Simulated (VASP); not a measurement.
# CdS (F-43m) in VASP: band structure with PBEsol

Aim: the band structure of CdS with PBEsol.

All numbers are computed with VASP 6.6.1; they aren't measurements. Logs are shortened: lines on timing, memory, paths and dates and some standing lists are left out, and cuts for length are marked.

## (1) Starting point

The structure is cubic, space group F-43m (No. 216). The conventional cell has a = 5.835 Å, b = 5.835 Å, c = 5.835 Å, α = 90.00°, β = 90.00°, γ = 90.00°. Around Cd (site symmetry -43m) lie 4 S at 2.53 Å. S (site symmetry -43m) has 4 Cd at 2.53 Å as nearest neighbours.

## (2) Band structure, PBEsol

File INCAR:

```
PREC = Accurate
ENCUT = 520
EDIFF = 1E-7
ISMEAR = 0
SIGMA = 0.03
LREAL = False
LASPH = True
NELM = 80
ALGO = Fast
ISIF = 2
LWAVE = False
LCHARG = False
GGA = PS
NBANDS = 16
ICORELEVEL = 1
```

File KPOINTS:

```
regular mesh
0
Gamma
  8 8 8
```

File POSCAR:

```
CdS                                     
1.0
    0.0000000000      2.9176352628      2.9176352628
    2.9176352628      0.0000000000      2.9176352628
    2.9176352628      2.9176352628      0.0000000000
  Cd              S             
     1     1
Direct
     1.0000000000000000    1.0000000000000000    1.0000000000000000
     0.2500000000000000    0.2500000000000000    0.2500000000000000
```

File KPOINTS_OPT:

```
explicit points
209
Reciprocal
 0.0000000000  0.0000000000  0.0000000000 1
 0.0263157895  0.0000000000  0.0263157895 1
 0.0526315789  0.0000000000  0.0526315789 1
 0.0789473684  0.0000000000  0.0789473684 1
 0.1052631579  0.0000000000  0.1052631579 1
 0.1315789474  0.0000000000  0.1315789474 1
[... 201 lines left out ...]
 0.4250000000  0.0000000000  0.4250000000 1
 0.4500000000  0.0000000000  0.4500000000 1
```

Potentials or basis: VASP PAW PBE potentials, release 64 (Cd, S).

Run with:

```console
cat potpaw_PBE.64/Cd/POTCAR potpaw_PBE.64/S/POTCAR > POTCAR
mpirun -np 1 vasp_std > vasp.out
```

OUTCAR:

```text
PREC = Accurate
   ENCUT = 520
   EDIFF = 1E-7
   ISMEAR = 0
   LREAL = False
   LASPH = True
   NELM = 80
   ISIF = 2
   GGA = PS

 ion  position               nearest neighbor table
   1  0.000  0.000  0.000-   2 2.53   2 2.53   2 2.53   2 2.53
   2  0.250  0.250  0.250-   1 2.53   1 2.53   1 2.53   1 2.53

  LATTYP: Found a face centered cubic cell.
 ALAT       =     5.8352705256

  Lattice vectors:

 A1 = (   0.0000000000,   2.9176352628,   2.9176352628)
 A2 = (   2.9176352628,   0.0000000000,   2.9176352628)
 A3 = (   2.9176352628,   2.9176352628,   0.0000000000)

Analysis of symmetry for initial positions (statically):
=====================================================================
 Subroutine PRICEL returns:
 Original cell was already a primitive cell.

 Routine SETGRP: Setting up the symmetry group for a
 face centered cubic supercell.

 Subroutine GETGRP returns: Found 24 space group operations
 (whereof 24 operations were pure point group operations)
 out of a pool of 48 trial point group operations.

The static configuration has the point symmetry T_d .

Analysis of symmetry for dynamics (positions and initial velocities):
=====================================================================
 Subroutine PRICEL returns:
 Original cell was already a primitive cell.

 Routine SETGRP: Setting up the symmetry group for a
 face centered cubic supercell.

 Subroutine GETGRP returns: Found 24 space group operations
 (whereof 24 operations were pure point group operations)
 out of a pool of 48 trial point group operations.

The dynamic configuration has the point symmetry T_d .

 Subroutine INISYM returns: Found 24 space group operations
 (whereof 24 operations are pure point group operations),
 and found     1 'primitive' translations

----------------------------------------------------------------------------------------

                                     Primitive cell

  volume of cell :      49.6733

  direct lattice vectors                    reciprocal lattice vectors
     0.000000000  2.917635263  2.917635263    -0.171371661  0.171371661  0.171371661
     2.917635263  0.000000000  2.917635263     0.171371661 -0.171371661  0.171371661
     2.917635263  2.917635263  0.000000000     0.171371661  0.171371661 -0.171371661

  length of vectors
     4.126159359  4.126159359  4.126159359     0.296824423  0.296824423  0.296824423

  position of ions in fractional coordinates (direct lattice)
     0.000000000  0.000000000  0.000000000
     0.250000000  0.250000000  0.250000000

  ion indices of the primitive-cell ions
   primitive index   ion index
                 1           1
                 2           2

----------------------------------------------------------------------------------------

 KPOINTS: regular mesh

Automatic generation of k-mesh.
 Grid dimensions read from file:
 generate k-points for:    8    8    8

 Generating k-lattice:

  Cartesian coordinates                     Fractional coordinates (reciprocal lattice)
    -0.021421458  0.021421458  0.021421458     0.125000000  0.000000000  0.000000000
     0.021421458 -0.021421458  0.021421458     0.000000000  0.125000000  0.000000000
     0.021421458  0.021421458 -0.021421458     0.000000000  0.000000000  0.125000000

  Length of vectors
     0.037103053  0.037103053  0.037103053

  Shift w.r.t. Gamma in fractional coordinates (k-lattice)
     0.000000000  0.000000000  0.000000000

 Subroutine IBZKPT returns following result:
 ===========================================

 Found     29 irreducible k-points:

 Following reciprocal coordinates:
            Coordinates               Weight
  0.000000  0.000000  0.000000      1.000000
  0.125000  0.000000  0.000000      8.000000
  0.250000  0.000000  0.000000      8.000000
  0.375000  0.000000  0.000000      8.000000
  0.500000  0.000000  0.000000      4.000000
  0.125000  0.125000  0.000000      6.000000
[... 16 lines left out ...]
  0.500000  0.250000  0.125000     48.000000
 -0.375000  0.250000  0.125000     24.000000
 [... further k-points ...]
   k-points           NKPTS =     29   k-points in BZ     NKDIM =     29   number of bands    NBANDS=     16
   number of dos      NEDOS =    301   number of ions     NIONS =      2
   total plane-waves  NPLWV =  32768
   dimension x,y,z NGX =    32 NGY =   32 NGZ =   32
   dimension x,y,z NGXF=    64 NGYF=   64 NGZF=   64
   ions per type =               1   1
   NGX,Y,Z   is equivalent  to a cutoff of  12.89, 12.89, 12.89 a.u.
   NGXF,Y,Z  is equivalent  to a cutoff of  25.79, 25.79, 25.79 a.u.
 SYSTEM =  unknown system
   PREC   = accura    normal or accurate (medium, high low for compatibility)
   ISTART =      0    job   : 0-new  1-cont  2-samecut
   ICHARG =      2    charge: 1-file 2-atom 10-const
   ISPIN  =      1    spin polarized calculation?
   LNONCOLLINEAR =      F non collinear calculations
   LSORBIT =      F    spin-orbit coupling
   LASPH  =      T    aspherical Exc in radial PAW
   ENCUT  =  520.0 eV  38.22 Ry    6.18 a.u.   7.67  7.67  7.67*2*pi/ulx,y,z
   NELM   =     80;   NELMIN=  2; NELMDL= -5     # of ELM steps
   EDIFF  = 0.1E-06   stopping-criterion for ELM
   LREAL  =      F    real-space projection
   EDIFFG = 0.1E-05   stopping-criterion for IOM
   NSW    =      0    number of steps for IOM
   IBRION =     -1    ionic relax: 0-MD 1-quasi-New 2-CG
   NFREE  =      0    steps in history (QN), initial steepest desc. (CG)
   ISIF   =      2    stress and relaxation
   ISYM   =      2    0-nonsym 1-usesym 2-fastsym
   POTIM  = 0.5000    time-step for ionic-motion
   TEBEG  =    0.0;   TEEND  =   0.0 temperature during run
   PSTRESS=    0.0 pullay stress
   NELECT =      18.0000    total number of electrons
   NUPDOWN=      -1.0000    fix difference up-down
   EMIN   =  10.00;   EMAX   =-10.00  energy-range for DOS
   EFERMI =   0.00;   METHOD = LEGACY
   ISMEAR =     0;   SIGMA  =   0.03  broadening in eV -4-tet -1-fermi 0-gaus
   EFERMI_NEDOS =   21; number of points for ismear=-14 and -15
   IALGO  =     68    algorithm
   IMIX   =      4    mixing-type and parameters
     AMIX     =   0.40;   BMIX     =  1.00
     AMIX_MAG =   1.60;   BMIX_MAG =  1.00
  volume/ion in A,a.u.               =      24.84       167.61
  Fermi-wavevector in a.u.,A,eV,Ry     =   1.167145  2.205583 18.534217  1.362227
  Thomas-Fermi vector in A             =   2.303649
   LORBIT       =      0    0 simple, 1 ext, 2 COOP (PROOUT), +10 PAW based schemes
   GGA     = PS    functional components
   LHFCALC =     F    Hartree Fock is set to
   AEXX    =    0.0000 exact exchange contribution
   IVDW    =     0    specifies the selected vdW correction
   LEPSILON=     F    determine dielectric tensor
   LRPA    =     F    only Hartree local field effects (RPA)
 non-spin polarized calculation
 RMM-DIIS sequential band-by-band and
 Gauss-broadening in eV      SIGMA  =   0.03
  energy-cutoff  :      520.00
  volume of cell :       49.67
 maximum number of plane-waves:      1363
   NGX = 15   NGY = 15   NGZ = 15

 number of electron      18.0000005 magnetization

 Free energy of the ion-electron system (eV)
  ---------------------------------------------------
  ext. energy  EPLUGINS =         0.00000000
  ---------------------------------------------------
  free energy    TOTEN  =        -6.81356843 eV

  energy without entropy =       -6.81356843  energy(sigma->0) =       -6.81356843

 the core state eigenenergies are
   1-  1s -26513.9949  2s  -3931.1631  2p  -3526.4182  3s   -728.0227  3p   -595.3119
       3d   -387.7641  4s   -100.1776  4p    -61.2325
   2-  1s  -2397.3652  2s   -203.4296  2p   -148.2025

 E-fermi :   1.3673     XC(G=0):  -9.3726

 val. band max:        1.2017416696   @ k =   0.0000   0.0000   0.0000
 cond. band min:       2.2076218658   @ k =   0.0000   0.0000   0.0000
 fundamental gap:      1.0058801962
 Fermi energy:         1.3672864373

 k-point     1 :       0.0000    0.0000    0.0000
  band No.  band energies     occupation
      1     -11.1756      2.00000
      2      -6.5227      2.00000
      3      -6.5227      2.00000
      4      -6.5227      2.00000
      5      -6.0361      2.00000
      6      -6.0361      2.00000
[... 8 lines left out ...]
     15      12.6459      0.00000
     16      12.6459      0.00000

 k-point     2 :       0.1250    0.0000    0.0000
  band No.  band energies     occupation
      1     -11.1119      2.00000
      2      -6.5000      2.00000
      3      -6.5000      2.00000
      4      -6.4704      2.00000
      5      -6.0372      2.00000
      6      -6.0372      2.00000
[... 8 lines left out ...]
     15      12.0100      0.00000
     16      12.9880      0.00000

 k-point     3 :       0.2500    0.0000    0.0000
  band No.  band energies     occupation
      1     -10.9571      2.00000
      2      -6.4507      2.00000
      3      -6.4507      2.00000
      4      -6.2797      2.00000
      5      -6.0320      2.00000
      6      -6.0320      2.00000
[... 8 lines left out ...]
     15      11.7637      0.00000
     16      12.3129      0.00000

 k-point     4 :       0.3750    0.0000    0.0000
  band No.  band energies     occupation
      1     -10.8020      2.00000
      2      -6.4128      2.00000
      3      -6.4128      2.00000
      4      -6.0118      2.00000
      5      -6.0118      2.00000
      6      -5.9216      2.00000
[... 8 lines left out ...]
     15      12.6302      0.00000
     16      12.6302      0.00000
[... 156 lines left out ...]
      2      -6.3618      2.00000
      3      -6.3618      2.00000
      4      -6.3552      2.00000
      5      -6.0551      2.00000
      6      -5.9920      2.00000
[... 8 lines left out ...]
     15      13.0297      0.00000
     16      15.7214      0.00000

 k-point    14 :       0.3750    0.2500    0.0000
  band No.  band energies     occupation
      1     -10.7636      2.00000
      2      -6.3497      2.00000
      3      -6.3038      2.00000
      4      -6.2219      2.00000
      5      -5.9777      2.00000
      6      -5.9273      2.00000
[... 8 lines left out ...]
     15      13.4041      0.00000
     16      15.3424      0.00000

 k-point    15 :       0.5000    0.2500    0.0000
  band No.  band energies     occupation
      1     -10.6723      2.00000
      2      -6.3485      2.00000
      3      -6.2827      2.00000
      4      -6.1303      2.00000
      5      -5.9829      2.00000
      6      -5.6243      2.00000
[... 8 lines left out ...]
     15      13.8345      0.00000
     16      14.7623      0.00000

 k-point    16 :      -0.3750    0.2500    0.0000
  band No.  band energies     occupation
      1     -10.6638      2.00000

------------------------ aborting loop because EDIFF is reached ----------------------------------------

  FORCE on cell =-STRESS in cart. coord.  units (eV):
  Direction    XX          YY          ZZ          XY          YZ          ZX
  --------------------------------------------------------------------------------------
  -------------------------------------------------------------------------------------
  Total        0.0158453      0.0158453      0.0158453      0.0000000      0.0000000     -0.0000000
  in kB        0.5110779      0.5110779      0.5110779      0.0000000      0.0000000     -0.0000000
  external PRESSURE =       0.5110779 kB  Pullay stress =       0.0000000 kB

 VOLUME and BASIS-vectors are now :
 -----------------------------------------------------------------------------
  energy-cutoff  :      520.00
  volume of cell :       49.67
      direct lattice vectors                 reciprocal lattice vectors
     0.000000000  2.917635263  2.917635263    -0.171371661  0.171371661  0.171371661
     2.917635263  0.000000000  2.917635263     0.171371661 -0.171371661  0.171371661
     2.917635263  2.917635263  0.000000000     0.171371661  0.171371661 -0.171371661

 POSITION                                       TOTAL-FORCE (eV/Angst)
 -----------------------------------------------------------------------------------
      0.00000      0.00000      0.00000         0.000000     -0.000000     -0.000000
      1.45882      1.45882      1.45882        -0.000000      0.000000      0.000000
 -----------------------------------------------------------------------------------
    total drift:                               -0.000000     -0.000000     -0.000000

  FREE ENERGIE OF THE ION-ELECTRON SYSTEM (eV)
  ---------------------------------------------------
  free  energy   TOTEN  =        -6.8135684342 eV

  energy  without entropy=       -6.8135684342  energy(sigma->0) =       -6.81356843
```

Run time: 82 s. Hardware: 1 thread of Intel Xeon Platinum 8175M at 2.50GHz (Skylake/Cascade Lake), shared host; peak memory 0.2 GiB.

What came out:

```yaml
Free_energy: -6.8136 eV
Pressure: 0.1 GPa
Band_gap_on_the_k_mesh: 1.01 eV, direct
Band_gap_along_the_path: 1.01 eV, direct
```

Levels at the corners of the path, in eV from the valence-band top:
```
point  band 7  band 8  band 9  band 10  band 11  band 12
    Γ    0.00    0.00    0.00     1.01     6.45     6.45
    X   -4.01   -1.91   -1.91     3.39     4.25     9.07
    X   -4.01   -1.91   -1.91     3.39     4.25     9.07
    W   -3.96   -2.31   -2.23     5.31     5.37     7.11
    W   -3.96   -2.31   -2.23     5.31     5.37     7.11
    K   -3.99   -2.58   -1.55     4.10     5.37     8.35
    K   -3.99   -2.58   -1.55     4.10     5.37     8.35
    Γ    0.00    0.00    0.00     1.01     6.45     6.45
    Γ    0.00    0.00    0.00     1.01     6.45     6.45
    L   -4.47   -0.76   -0.76     2.89     6.91     6.91
    L   -4.47   -0.76   -0.76     2.89     6.91     6.91
    U   -3.99   -2.58   -1.55     4.10     5.37     8.35
    U   -3.99   -2.58   -1.55     4.10     5.37     8.35
    W   -3.96   -2.31   -2.23     5.31     5.37     7.11
    W   -3.96   -2.31   -2.23     5.31     5.37     7.11
    L   -4.47   -0.76   -0.76     2.89     6.91     6.91
    L   -4.47   -0.76   -0.76     2.89     6.91     6.91
    K   -3.99   -2.58   -1.55     4.10     5.37     8.35
    U   -3.99   -2.58   -1.55     4.10     5.37     8.35
    X   -4.01   -1.91   -1.91     3.39     4.25     9.07
```

Core levels (eV, on the scale of the bands):
```csv
atom,levels
1 Cd,"1s -26514.0, 2s -3931.2, 2p -3526.4, 3s -728.0, 3p -595.3, 3d -387.8, 4s -100.2, 4p -61.2"
2 S,"1s -2397.4, 2s -203.4, 2p -148.2"
```

Caveat: the PAW data sets were made with another functional, which shifts forces and pressure a little.
